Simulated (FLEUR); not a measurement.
Here is a FLEUR MaX-R8.1 (later development tree) calculation.

Contents of inp.xml:

```xml
<?xml version="1.0" encoding="UTF-8" standalone="no"?>
<fleurInput fleurInputVersion="0.39">
   <comment>
      NiO                                                                                                 
   </comment>
   <calculationSetup>
      <cutoffs Kmax="4.78" Gmax="14.8" GmaxXC="14.8" numbands="0"/>
      <scfLoop itmax="100" minDistance="0.0002" maxIterBroyd="50" imix="Anderson" alpha="0.05" precondParam="0.0" spinf="2.0" sdNocoIR="T"/>
      <coreElectrons ctail="T" frcor="F" kcrel="0" coretail_lmax="0"/>
      <xcFunctional name="PBEs" relativisticCorrections="F"/>
      <magnetism jspins="2"/>
      <soc l_soc="F" theta="0.0" phi="0.0" spav="F"/>
      <expertModes spex="0" secvar="F"/>
      <geometryOptimization l_f="F" forcealpha="1.0" forcemix="BFGS" epsdisp="0.00001" epsforce="0.00001"/>
      <ldaU l_linMix="F" mixParam="0.05" spinf="1.0"/>
   </calculationSetup>
   <cell>
      <bzIntegration valenceElectrons="24.0" mode="hist" fermiSmearingEnergy="0.00183747">
         <kPointListSelection listName="default-1"/>
         <!-- k-points included here -->
         <xi:include xmlns:xi="http://www.w3.org/2001/XInclude" href="kpts.xml"> </xi:include>
      </bzIntegration>
      <!-- symmetry operations included here -->
      <xi:include xmlns:xi="http://www.w3.org/2001/XInclude" href="sym.xml"> </xi:include>
      <bulkLattice scale="1.0">
         <bravaisMatrix>
            <row-1>    0.0000000000000000     3.9417828250996005     3.9417828250996005</row-1>
            <row-2>    3.9417828250996005     0.0000000000000000     3.9417828250996005</row-2>
            <row-3>    3.9417828250996005     3.9417828250996005     0.0000000000000000</row-3>
         </bravaisMatrix>
      </bulkLattice>
   </cell>
   <atomSpecies>
      <species name="Nickel (Ni1.000" element="Ni" atomicNumber="28">
         <mtSphere radius="2.05" gridPoints="685" logIncrement="0.018"/>
         <atomicCutoffs lmax="8" lnonsphr="8"/>
         <electronConfig flipSpins="F">
            <coreConfig>(1s1/2) (2s1/2) (2p1/2) (2p3/2)</coreConfig>
            <valenceConfig>(3s1/2) (3p1/2) (3p3/2) (4s1/2) (3d3/2) (3d5/2)</valenceConfig>
            <stateOccupation state="(3d3/2)" spinUp="1.6" spinDown="1.6"/>
            <stateOccupation state="(3d5/2)" spinUp="2.9" spinDown="1.9"/>
         </electronConfig>
         <energyParameters s="4" p="4" d="3" f="4"/>
         <ldaU l="2" U="4" J="0.0" l_amf="F"/>
         <lo type="SCLO" l="0" n="3" eDeriv="0"/>
         <lo type="SCLO" l="1" n="3" eDeriv="0"/>
         <lo type="SCLO" l="1" n="3" eDeriv="1"/>
         <lo type="SCLO" l="3" n="4" eDeriv="2"/>
      </species>
      <species name="Oxygen (O)" element="O" atomicNumber="8">
         <mtSphere radius="1.57" gridPoints="523" logIncrement="0.02"/>
         <atomicCutoffs lmax="8" lnonsphr="8"/>
         <electronConfig flipSpins="F">
            <coreConfig>(1s1/2)</coreConfig>
            <valenceConfig>(2s1/2) (2p1/2) (2p3/2)</valenceConfig>
            <stateOccupation state="(2p1/2)" spinUp="0.666667" spinDown="0.666667"/>
            <stateOccupation state="(2p3/2)" spinUp="1.333333" spinDown="1.333333"/>
         </electronConfig>
         <energyParameters s="2" p="2" d="3" f="4"/>
         <lo type="SCLO" l="0" n="2" eDeriv="2"/>
         <lo type="SCLO" l="1" n="2" eDeriv="2"/>
         <lo type="SCLO" l="2" n="3" eDeriv="2"/>
      </species>
   </atomSpecies>
   <atomGroups>
      <atomGroup species="Nickel (Ni1.000">
         <relPos label="                   1">.0000000000 .0000000000 .0000000000</relPos>
         <force calculate="T" relaxXYZ="TTT"/>
      </atomGroup>
      <atomGroup species="Oxygen (O)">
         <relPos label="                   2">1.000/2.000 1.000/2.000 1.000/2.000</relPos>
         <force calculate="T" relaxXYZ="TTT"/>
      </atomGroup>
   </atomGroups>
   <output dos="F" band="F" slice="F">
      <checks vchk="F" cdinf="F"/>
      <bandDOS minEnergy="-.5*Htr" maxEnergy="0.5*Htr" sigma="0.015" storeEVData="T"/>
      <vacuumDOS vacdos="F" integ="F" star="F" nstars="0" locx1="0.0" locy1="0.0" locx2="0.0" locy2="0.0" nstm="0" tworkf="0.0"/>
      <unfoldingBand unfoldBand="F" supercellX="1" supercellY="1" supercellZ="1"/>
      <plotting iplot="0" polar="F">
         <plot TwoD="T" vec1="  1.0  0.0  0.0" vec2="  0.0  1.0  0.0" vec3="  0.0  0.0  1.0" zero="  0.0  0.0  0.0" file="plot"/>
      </plotting>
      <chargeDensitySlicing numkpt="0" minEigenval="0.0" maxEigenval="0.0" nnne="0" pallst="F"/>
      <specialOutput eonly="F"/>
      <moessbauerParams electricFieldGradient="T" isomerShift="T" coreHyperfine="T" valenceHyperfine="T"/>
      <magneticCircularDichroism mcd="F" energyLo="-10.0" energyUp="0.0"/>
   </output>
  <!-- We include the file relax.xml here to enable relaxations (see documentation) -->
  <xi:include xmlns:xi="http://www.w3.org/2001/XInclude" href="relax.xml"> <xi:fallback/> </xi:include>
</fleurInput>
```

File crystal.txt:

```
NiO
&input cartesian=F /
0.0000000000  2.0859016414  2.0859016414
2.0859016414  0.0000000000  2.0859016414
2.0859016414  2.0859016414  0.0000000000
1.8897261246
1.0 1.0 1.0

2
28 0.0000000000  0.0000000000  0.0000000000 : 1.000
8 0.5000000000  0.5000000000  0.5000000000

&kpt div1=9 div2=9 div3=9 gamma=T /
```

Potentials or basis: all-electron, FLAPW.

Command:

```bash
$ inpgen -f crystal.txt -profile fastHighL
$ # inp.xml edited to the form shown
$ fleur_MPI
```

Question: Estimate the site moments.

Answer: Ni +1.72; O +0.24 μB.

Question: Estimate the band gap on the k mesh.

Answer: 1.26 eV, indirect (least direct gap 2.04 eV).

Question: Estimate the net moment.

Answer: 2.00 μB per cell.

Core levels (eV from the Fermi level):
```
atom                                                   levels
1 Ni  1s1/2 -8194.5, 2s1/2 -972.8, 2p1/2 -847.8, 2p3/2 -830.3
 2 O                                             1s1/2 -503.8
```

Caveat: an odd mesh through Γ misses points on the zone boundary, where band edges often lie; a cell with one magnetic atom can't hold antiferromagnetic order, which such compounds often take. The state reached can hang on the start; a lower one may exist.
